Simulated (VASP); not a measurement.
Input of a VASP 6.6.1 run:

INCAR

```
PREC = Accurate
ENCUT = 900
EDIFF = 1E-8
ISMEAR = -1
SIGMA = 0.1
LREAL = False
LASPH = True
NELM = 100
ALGO = Normal
ISIF = 2
LWAVE = False
LCHARG = False
GGA = PS
ADDGRID = False
```

File KPOINTS:

```
regular mesh
0
Gamma
  21 21 12
```

POSCAR

```
Pb
1.0
    3.4800000000      0.0000000000      0.0000000000
   -1.7400000000      3.0137684052      0.0000000000
    0.0000000000      0.0000000000      5.5900000000
Pb
2
Direct
    0.6916670000      0.3496840000      0.7502860000
    0.3559200000      0.6835750000      0.2530120000
```

Potentials or basis: VASP PAW PBE potentials, release 64 (Pb_d).

The run is started by

```sh
$ cat potpaw_PBE.64/Pb_d/POTCAR > POTCAR
$ mpirun -np 1 vasp_std > vasp.out
```

Task: Estimate the band gap on the k mesh.

Result: None (metal or under the smearing width).

Task: Predict the pressure.

Result: 1.0 GPa.

Task: Predict the largest force.

Result: 0.039 eV/Å.

Stress tensor (GPa, compression positive):
```
0.52 0.02 0.00
0.02 0.53 0.00
0.00 0.00 2.07
```

Caveat: the PAW data sets were made with another functional, which shifts forces and pressure a little. The run has no spin-orbit coupling, so splittings on Pb are missing.
